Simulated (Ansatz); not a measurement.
# The 2H-WS2 bilayer (2H stacking) under a gate, part 2 of 4

How does the 2H-WS2 bilayer (2H stacking) take up charge from its gate?

Ansatz 0.2.0; plane-wave DFT, PBE-D3(BJ), Ansatz PAW.

So far. Step 2 (Relaxation): The lattice constant a goes from 3.180 to 3.157 Å.

### Step 3. Gated layer, added electrons 0, start network

The slab is cut off from its images along the normal. A charged sheet stands for each gate, the layer takes the opposite charge, and a barrier ahead of the sheet keeps electrons from leaking to it. The uncharged case sets the zero; a dense mesh is needed because few carriers fill a small part of the zone.

The cell differs from the one that the last finished run ended in (c 50.951 → 49.234 Å).

input.yaml reads:

```yaml
crystal:
  lattice:
    - [3.1567942593, 0.0, 0.0]
    - [-1.5783971297, 2.7338640231, 0.0]
    - [0.0, 0.0, 49.2343597177]
  atoms:
    - { symbol: S, position: [0.3333333333, 0.6666666667, 0.4062203736] }
    - { symbol: W, position: [0.0, 0.0, 0.4382412592] }
    - { symbol: S, position: [0.3333333333, 0.6666666667, 0.4702231312] }
    - { symbol: S, position: [0.0, 0.0, 0.5297768688] }
    - { symbol: W, position: [0.3333333333, 0.6666666667, 0.5617587408] }
    - { symbol: S, position: [0.0, 0.0, 0.5937796264] }
  periodic: [true, true, false]
  symmetry: { detect: true }
kpoints:
  mp_grid: { grid: [54, 54, 1] }
  band_path:
    path: [[0, 0, 0], [0.5, 0, 0], [0.33333333, 0.33333333, 0], [0, 0, 0]]
    npoints: 16
hamiltonian:
  xc: pbe
  dispersion: d3bj
scf:
  occupations: { method: fermi_dirac, width: 0.02585 }
  convergence: { dr2_threshold: 1.0e-10 }
output:
  forces: true
  eigenvalues: true
  dos: { projected: true, e_range: [-3, 3], de: 0.01 }
  write_potential: true
  write_density: true
  volumetric_format: npy
  elf: true
external_charges:
  - { charge: 0, barrier: 10, axis: 3, height: 32.734, sigma: 0.25 }
```

Launch:

```sh
$ ansatz run input.yaml --threads 4 --pin off --max-ram 16384MiB --backend cpu --events-out ev --progress --plain --runs-dir out
```

Numbers of over 12 decimals in the logs are rounded to 6 here.

The log of the run:

```text
[...]
Crystal: 6 atoms, lattice volume = 424.905 Å³
Basis set: ecut = 420 eV, 8217 PW (Γ), exchange–correlation on 48×48×720 points (8 copies of the dense FFT grid, shifted against one another)
Bands: 32, of which v1, the nominal top of the filled ones, is band 26 counted from 1 (25 counted from 0)
Symmetry: 6 space group operations
k-points: 271 of 2916 (time reversal used)
[...]
SCF iter   1: F=—  HF=-24384.988643 eV  |F-HF|=—  |Δ(HF+E_count)|=         —  Δρ=2.76e-3  dr2=4.15e-2  ethr=1.77e-3  ⟨swp⟩=15.2  Hψ=72345  notcnv=0
[...]
SCF iter  13: F=-24385.002670 eV  HF=-24385.002670 eV  |F-HF|=6.18e-10  |Δ(HF+E_count)|=  7.93e-10  Δρ=5.99e-8  dr2=3.37e-11  ethr=1.00e-12  ⟨swp⟩=11.1  Hψ=62525  notcnv=0
SCF 1 converged in 13 iterations: F = -24385.002670 eV  dr2 = 3.37e-11
[...]
NSCF: frozen V_eff on 49 k-points
[...]
SCF converged after 13 iterations
Free energy (F): -24385.002670 eV
[...]
Internal energy: -24385.002670 eV  (E = F + TS)
E sigma→0 (E₀):  -24385.002670 eV
Fermi energy:    -4.598220 eV
[...]
--- Forces (eV/Å), atoms and charges each counted from 1 ---
  atom   1  S      0.00000000    -0.00000000     0.00081630
  atom   2  W      0.00000000     0.00000000    -0.00123771
  atom   3  S      0.00000000    -0.00000000    -0.00092536
  atom   4  S     -0.00000000     0.00000000     0.00111742
  atom   5  W     -0.00000000    -0.00000000    -0.00036711
  atom   6  S     -0.00000000     0.00000000    -0.00353922
  external charge   1     0.00000000     0.00000000     0.00413526
  max |Σ_I F_I| component, the external charges' with the atoms': 4.19e-7 eV/Å
--- Band table (eV; the first three rows and the last of 271) ---
  k-point 0: bands = [... 22 lower, -7.2322, -7.2322, -6.0043, -5.2544, -2.7574, -2.7574, -2.7395, -2.7395, ... 2 higher]
  k-point 1: bands = [... 22 lower, -7.2285, -7.1624, -6.0048, -5.2623, -2.7616, -2.7496, -2.7463, -2.7275, ... 2 higher]
  k-point 2: bands = [... 22 lower, -7.2185, -7.0617, -6.0064, -5.2864, -2.7740, -2.7645, -2.7335, -2.6999, ... 2 higher]
  k-point 270: bands = [... 22 lower, -8.0748, -8.0744, -5.7488, -5.6284, -3.7489, -3.7488, -2.7570, -2.0808, ... 2 higher]
```

Wall time 3.2 min (4 threads of Arm Neoverse V1, shared host); peak memory 2.6 GiB; 13 min of CPU time.

Reading the cycles: dr2 is the Hartree energy of the density residual (eV), the measure of convergence; HF is the Harris–Foulkes estimate of the energy, which meets the free energy F at convergence.

Numbers from this step:

* gap on the k-mesh: 1.352 eV
* gap along the path: 1.352 eV
* smallest direct gap along the path: 1.880 eV
* gap, the smaller of path and mesh: 1.352 eV
* potential beyond the upper barrier and gate, less the barrier, from the Fermi level: 4.587 eV

Running mean over a fixed 2.6 Å (it still follows the layers) of the planar mean; beyond a gate it holds the 10 eV model barrier. Electron's electrostatic potential energy less the Fermi level against z:

| z (Å) | electron's electrostatic potential energy less the Fermi level (eV) |
| --- | --- |
| 4 | 4.61 |
| 5 | 4.61 |
| 6 | 4.61 |
| 7 | 4.61 |
| 8 | 4.61 |
| 9 | 4.61 |
| 10 | 4.61 |
| 11 | 4.61 |
| 12 | 4.61 |
| 13 | 4.61 |
| 14 | 4.61 |
| 15 | 4.61 |
| 16 | 4.61 |
| 17 | 4.58 |
| 18 | 3.90 |
| 19 | -0.632 |
| 20 | -6.32 |
| 21 | -12.2 |
| 22 | -12.2 |
| 23 | -7.61 |
| 24 | -1.97 |
| 25 | -1.33 |
| 26 | -5.74 |
| 27 | -12.1 |
| 28 | -12.2 |
| 29 | -8.25 |
| 30 | -1.83 |
| 31 | 3.19 |
| 32 | 6.71 |
| 33 | 10.6 |
| 34 | 14.1 |
| 35 | 14.6 |
| 36 | 14.6 |
| 37 | 14.6 |
| 38 | 14.6 |
| 39 | 14.6 |
| 40 | 14.6 |
| 41 | 14.6 |
| 42 | 14.6 |
| 43 | 14.6 |
| 44 | 14.6 |
| 45 | 14.6 |

The density of states has structure finer than the step of the table below, so its rows give means over 0.2 eV, whole bins alone (the curve runs from -3 to 1.63 eV). Peaks (eV: height): -2.91: 5.96, -2.59: 6.73, -2.23: 4.99, -1.96: 9.36, -1.41: 4.64, 1.42: 6.39, 1.53: 9.49.

Density of states against energy, zero at the Fermi level of the run, which the smearing sets inside the gap; means over each step:

energy (eV), density of states (states/eV a cell) and a bar:
```
     -2.8       4.83 #########################
     -2.6       4.81 #########################
     -2.4       2.52 #############
     -2.2       3.60 ##################
     -2.0       5.85 ##############################
     -1.8       4.53 #######################
     -1.6       3.30 #################
     -1.4       2.42 ############
     -1.2       1.01 #####
     -1.0       0.39 ##
     -0.8       0.29 ##
     -0.6       0.06 
     -0.4       0.00 
     -0.2       0.00 
      0.0       0.00 
      0.2       0.00 
      0.4       0.00 
      0.6       0.06 
      0.8       1.54 ########
      1.0       2.70 ##############
      1.2       3.91 ####################
      1.4       5.29 ###########################
```

Projected DOS per atom over height of the atomic layer and energy from the Fermi level. Layers: S W S S W S from below.

Ten even steps from '_' (0.00 states/eV) to '@' (2.33 states/eV), each cell a mean:
```
--@@::::@@--
..**....**..
..==....==..
__::____::__
____________
____________
____________
____________
____________
____________
____________
____________
____________
__..____..__
__--____--__
..==....==..
..**....**..
..**....**..
::::::::::::
--..----..--
==..====..==
==::====::==
```
Columns: height of the atomic layer (Å) from 20 to 29.2 (not evenly spaced); rows upwards: energy from the Fermi level (eV) from -2.98 to 1.62.

Electronic bands along the path, in eV, zero at the Fermi level of the run, which the smearing sets inside the gap:

| point | band 23 | band 24 | band 25 | band 26 | band 27 | band 28 | band 29 | band 30 |
| --- | --- | --- | --- | --- | --- | --- | --- | --- |
| Γ | -2.63 | -2.63 | -1.41 | -0.66 | 1.84 | 1.84 | 1.86 | 1.86 |
| halfway | -2.96 | -2.57 | -2.03 | -1.95 | 1.05 | 1.43 | 1.49 | 1.56 |
| M | -2.36 | -2.24 | -2.10 | -2.00 | 1.87 | 1.89 | 2.22 | 2.38 |
| halfway | -3.41 | -3.17 | -1.60 | -1.45 | 1.52 | 1.58 | 2.34 | 2.55 |
| K | -3.48 | -3.48 | -1.15 | -1.03 | 0.85 | 0.85 | 1.84 | 2.52 |
| halfway | -2.52 | -2.41 | -1.97 | -1.95 | 0.70 | 1.15 | 1.68 | 1.85 |
| Γ | -2.63 | -2.63 | -1.41 | -0.66 | 1.84 | 1.84 | 1.86 | 1.86 |

Electrostatic potential energy in the ca plane at fractional y = 0.667, with atoms of S and W within 0.2 Å of it. With pseudopotentials it is smooth inside the atoms' cores, unlike the true potential.

Values in eV, 5 rows by 16 columns, each cell a mean:
```
  0   0   0   0   0   0  -1  -4 -18 -16  -4  -1  -3 -12  -7  -7
  0   0   0   0   0   0  -3 -10 -13 -12 -10  -3  -2  -8 -14 -15
  0   0   0   0   0   0 -15 -38 -11 -13 -38 -12  -1  -5 -37 -41
  0   0   0   0   0   0 -19 -40 -12 -15 -40 -15  -1  -5 -41 -44
  0   0   0   0   0   0  -6 -20 -11 -11 -20  -5  -2  -6 -22 -25
```
Columns run along c (16.0 Å, from fractional 0.26 to 0.58 of the cell; values clipped at the 3rd and 97th percentile), rows up along a (3.2 Å). Atoms in or near the plane, at fractional coordinates: S at (0.41, 0.33), S at (0.47, 0.33), W at (0.56, 0.33).

Valence density in the ca plane at fractional y = 0.667, with atoms of S and W within 0.2 Å of it. It is the smooth field of the valence electrons, not physical close to the nuclei.

Ten steps, logarithmic in the rise over the least value, from '0' (0.0 e/Å³) to '9' (4.9 e/Å³), each cell a mean:
```
00000000000000000123344565443321113455544444
00000000000000000122334565433321113455544444
00000000000000001234554455455442112344445554
00000000000000002456665444566654211234468986
00000000000000012566566444565665311123589997
00000000000000012566566434565565311123589998
00000000000000002456665444566664211234479986
00000000000000001245555455455543112344455655
```
Columns run along c (16.0 Å, from fractional 0.26 to 0.58 of the cell), rows up along a (3.2 Å). Atoms in or near the plane, at fractional coordinates: S at (0.41, 0.33), S at (0.47, 0.33), W at (0.56, 0.33).

ELF in the ca plane at fractional y = 0.667, with atoms of S and W within 0.2 Å of it. It is the smooth field of the valence electrons, not physical close to the nuclei.

Values, 5 rows by 16 columns, each cell a mean:
```
0.00 0.00 0.00 0.00 0.00 0.01 0.11 0.27 0.25 0.23 0.26 0.08 0.48 0.74 0.44 0.40
0.00 0.00 0.00 0.00 0.01 0.13 0.49 0.62 0.29 0.32 0.63 0.33 0.33 0.66 0.35 0.32
0.00 0.00 0.00 0.00 0.04 0.50 0.89 0.58 0.46 0.52 0.58 0.77 0.08 0.27 0.48 0.51
0.00 0.00 0.00 0.00 0.05 0.57 0.91 0.38 0.46 0.52 0.39 0.83 0.06 0.20 0.50 0.50
0.00 0.00 0.00 0.00 0.01 0.26 0.73 0.76 0.36 0.41 0.77 0.53 0.22 0.54 0.36 0.37
```
Columns run along c (16.0 Å, from fractional 0.26 to 0.58 of the cell), rows up along a (3.2 Å). Atoms in or near the plane, at fractional coordinates: S at (0.41, 0.33), S at (0.47, 0.33), W at (0.56, 0.33).

The gap, the smaller of path and mesh, is 1.352 eV.

### Step 4. Gated layer, added electrons 1×10¹³ per cm²

Changes to input.yaml since step 3:

```diff
@@ -14,2 +14,3 @@
   symmetry: { detect: true }
+total_charge: -0.00863
 kpoints:
@@ -28,3 +29,2 @@
   eigenvalues: true
-  dos: { projected: true, e_range: [-3, 3], de: 0.01 }
   write_potential: true
@@ -32,4 +32,4 @@
   volumetric_format: npy
-  elf: true
 external_charges:
   - { charge: 0, barrier: 10, axis: 3, height: 32.734, sigma: 0.25 }
+  - { charge: 0.00863, axis: 3, height: 34.234, sigma: 0.5 }
```

The log of the run:

```text
[...]
Crystal: 6 atoms, lattice volume = 424.905 Å³
Basis set: ecut = 420 eV, 8217 PW (Γ), exchange–correlation on 48×48×720 points (8 copies of the dense FFT grid, shifted against one another)
Bands: 33, of which v1, the nominal top of the filled ones, is band 26 counted from 1 (25 counted from 0)
Symmetry: 6 space group operations
k-points: 271 of 2916 (time reversal used)
[...]
SCF iter   1: F=—  HF=-24385.810328 eV  |F-HF|=—  |Δ(HF+E_count)|=         —  Δρ=2.35e-2  dr2=2.58e0  ethr=3.10e-3  ⟨swp⟩=19.7  Hψ=82136  notcnv=0
[...]
SCF iter  16: F=-24385.033728 eV  HF=-24385.033728 eV  |F-HF|=3.64e-11  |Δ(HF+E_count)|=  1.82e-10  Δρ=3.39e-8  dr2=1.67e-11  ethr=1.00e-12  ⟨swp⟩=10.5  Hψ=60965  notcnv=0
SCF 1 converged in 16 iterations: F = -24385.033728 eV  dr2 = 1.67e-11
[...]
SCF converged after 16 iterations
Free energy (F): -24385.033728 eV
[...]
Internal energy: -24385.032968 eV  (E = F + TS)
E sigma→0 (E₀):  -24385.033348 eV
Entropy (-TS):   -0.000760 eV (-0.127 meV/atom)
Fermi energy:    -3.581843 eV
[...]
--- Forces (eV/Å), atoms and charges each counted from 1 ---
  atom   1  S      0.00000000     0.00000000    -0.00311072
  atom   2  W      0.00000000     0.00000000    -0.00126476
  atom   3  S      0.00000000    -0.00000000     0.00447393
  atom   4  S     -0.00000000     0.00000000    -0.01176059
  atom   5  W      0.00000000    -0.00000000     0.00958831
  atom   6  S     -0.00000000     0.00000000    -0.00177379
  external charge   1     0.00000000     0.00000000     0.00462859
  external charge   2     0.00000000     0.00000000    -0.00078056
  max |Σ_I F_I| component, the external charges' with the atoms': 4.15e-7 eV/Å
--- Band table (eV; the first three rows and the last of 271) ---
  k-point 0: bands = [... 22 lower, -6.8484, -6.8484, -5.6517, -4.8933, -2.4227, -2.4227, -2.3610, -2.3610, ... 3 higher]
  k-point 1: bands = [... 22 lower, -6.8582, -6.7950, -5.6522, -4.9012, -2.4283, -2.4122, -2.3671, -2.3554, ... 3 higher]
  k-point 2: bands = [... 22 lower, -6.8632, -6.7015, -5.6537, -4.9251, -2.4445, -2.3850, -2.3843, -2.3494, ... 3 higher]
  k-point 270: bands = [... 22 lower, -7.7497, -7.6853, -5.3983, -5.2578, -3.4242, -3.3514, -2.4017, -1.7232, ... 3 higher]
```

It took 3.6 min on 4 threads; peak memory 2.7 GiB; 14 min of CPU time.

Numbers from this step:

- energy at zero smearing: -24385.0333 eV
- potential beyond the upper barrier and gate, less the barrier, from the Fermi level: 3.170 eV

Electronic bands along the path, in eV, zero at the Fermi level:

| point | band 23 | band 24 | band 25 | band 26 | band 27 | band 28 | band 29 | band 30 |
| --- | --- | --- | --- | --- | --- | --- | --- | --- |
| Γ | -3.27 | -3.27 | -2.07 | -1.31 | 1.16 | 1.16 | 1.22 | 1.22 |
| halfway | -3.62 | -3.23 | -2.70 | -2.59 | 0.38 | 0.76 | 0.83 | 0.92 |
| M | -3.03 | -2.89 | -2.77 | -2.64 | 1.19 | 1.26 | 1.55 | 1.73 |
| halfway | -4.08 | -3.82 | -2.26 | -2.10 | 0.85 | 0.94 | 1.68 | 1.87 |
| K | -4.17 | -4.10 | -1.82 | -1.68 | 0.16 | 0.23 | 1.18 | 1.86 |
| halfway | -3.19 | -3.06 | -2.66 | -2.58 | 0.03 | 0.49 | 1.01 | 1.18 |
| Γ | -3.27 | -3.27 | -2.07 | -1.31 | 1.16 | 1.16 | 1.22 | 1.22 |

Against the uncharged case this takes +1.42 V.

### Step 5. Gated layer, added electrons 3×10¹³ per cm²

Changes to input.yaml since step 4:

```diff
@@ -14,3 +14,3 @@
   symmetry: { detect: true }
-total_charge: -0.00863
+total_charge: -0.025891
 kpoints:
@@ -34,2 +34,2 @@
   - { charge: 0, barrier: 10, axis: 3, height: 32.734, sigma: 0.25 }
-  - { charge: 0.00863, axis: 3, height: 34.234, sigma: 0.5 }
+  - { charge: 0.025891, axis: 3, height: 34.234, sigma: 0.5 }
```

The log of the run:

```text
[...]
Crystal: 6 atoms, lattice volume = 424.905 Å³
Basis set: ecut = 420 eV, 8217 PW (Γ), exchange–correlation on 48×48×720 points (8 copies of the dense FFT grid, shifted against one another)
Bands: 33, of which v1, the nominal top of the filled ones, is band 26 counted from 1 (25 counted from 0)
Symmetry: 6 space group operations
k-points: 271 of 2916 (time reversal used)
[...]
--- Band table (eV; the first three rows and the last of 271) ---
  k-point 0: bands = [... 22 lower, -6.0854, -6.0854, -4.9542, -4.1726, -1.7577, -1.7577, -1.6546, -1.6546, ... 3 higher]
  k-point 1: bands = [... 22 lower, -6.0953, -6.0483, -4.9546, -4.1804, -1.7643, -1.7465, -1.6647, -1.6588, ... 3 higher]
  k-point 2: bands = [... 22 lower, -6.1243, -5.9725, -4.9560, -4.2040, -1.7835, -1.7136, -1.6951, -1.6732, ... 3 higher]
  k-point 270: bands = [... 22 lower, -7.0842, -6.9296, -4.7171, -4.5078, -2.7567, -2.5856, -1.7026, -1.0079, ... 3 higher]
[key lines of the parts left out:]
SCF converged after 16 iterations
Free energy (F): -24385.077142 eV
Fermi energy:    -2.850697 eV
```

Elapsed: 3.3 min, on 4 threads; peak memory 2.7 GiB; 13 min of CPU time.

Against the uncharged case this takes +2.92 V.

### Step 6. Gated layer, added electrons 6×10¹³ per cm²

Changes to input.yaml since step 5:

```diff
@@ -14,3 +14,3 @@
   symmetry: { detect: true }
-total_charge: -0.025891
+total_charge: -0.051781
 kpoints:
@@ -34,2 +34,2 @@
   - { charge: 0, barrier: 10, axis: 3, height: 32.734, sigma: 0.25 }
-  - { charge: 0.025891, axis: 3, height: 34.234, sigma: 0.5 }
+  - { charge: 0.051781, axis: 3, height: 34.234, sigma: 0.5 }
```

The log of the run:

```text
[...]
Crystal: 6 atoms, lattice volume = 424.905 Å³
Basis set: ecut = 420 eV, 8217 PW (Γ), exchange–correlation on 48×48×720 points (8 copies of the dense FFT grid, shifted against one another)
Bands: 33, of which v1, the nominal top of the filled ones, is band 26 counted from 1 (25 counted from 0)
Symmetry: 6 space group operations
k-points: 271 of 2916 (time reversal used)
[...]
--- Band table (eV; the first three rows and the last of 271) ---
  k-point 0: bands = [... 22 lower, -4.9841, -4.9841, -3.9245, -3.1070, -0.7550, -0.7550, -0.6348, -0.6348, ... 3 higher]
  k-point 1: bands = [... 22 lower, -4.9939, -4.9561, -3.9246, -3.1146, -0.7629, -0.7442, -0.6464, -0.6396, ... 3 higher]
  k-point 2: bands = [... 22 lower, -5.0229, -4.8946, -3.9255, -3.1377, -0.7867, -0.7143, -0.6794, -0.6526, ... 3 higher]
  k-point 270: bands = [... 22 lower, -6.0764, -5.8352, -3.7001, -3.4118, -1.7429, -1.4829, -0.6742, 0.0508, ... 3 higher]
[key lines of the parts left out:]
SCF converged after 15 iterations
Free energy (F): -24385.098223 eV
Fermi energy:    -1.800628 eV
```

Wall time 3.2 min (4 threads); peak memory 2.7 GiB.

The electronic bands at the labelled points (eV, zero at the Fermi level):

| point | band 23 | band 24 | band 25 | band 26 | band 27 | band 28 | band 29 | band 30 |
| --- | --- | --- | --- | --- | --- | --- | --- | --- |
| Γ | -3.18 | -3.18 | -2.12 | -1.31 | 1.05 | 1.05 | 1.17 | 1.17 |
| halfway | -3.57 | -3.23 | -2.79 | -2.52 | 0.30 | 0.68 | 0.81 | 0.98 |
| M | -3.13 | -2.87 | -2.83 | -2.57 | 1.09 | 1.35 | 1.46 | 1.79 |
| halfway | -4.16 | -3.79 | -2.34 | -2.04 | 0.75 | 1.02 | 1.65 | 1.75 |
| K | -4.28 | -4.03 | -1.90 | -1.61 | 0.06 | 0.32 | 1.13 | 1.85 |
| halfway | -3.31 | -3.00 | -2.76 | -2.50 | -0.03 | 0.49 | 0.93 | 1.11 |
| Γ | -3.18 | -3.18 | -2.12 | -1.31 | 1.05 | 1.05 | 1.17 | 1.17 |

Against the uncharged case this takes +5.07 V.

(Continued in part 3 of 4.)

[Logs are printed without paths, hosts, clocks, repeated set-up lines and the standing remarks that a program may print on its own settings, such as how far it seeks lower states.]

[Hosts, paths, dates, database ids (printed as entryN), source tags and the programs' standing remarks are cut or masked in the printed files.]

[Maps of the electrostatic potential energy from Ansatz leave out the sawtooth potential of an applied field or a dipole correction, so their vacuum need not be flat; planar profiles and work functions include it.]

[The density of states shown here was stored with 400 of the rows of the run's finer table, so its peaks can read low, often by over a quarter, or be missed, and its means over a window can be off by a tenth or more.]
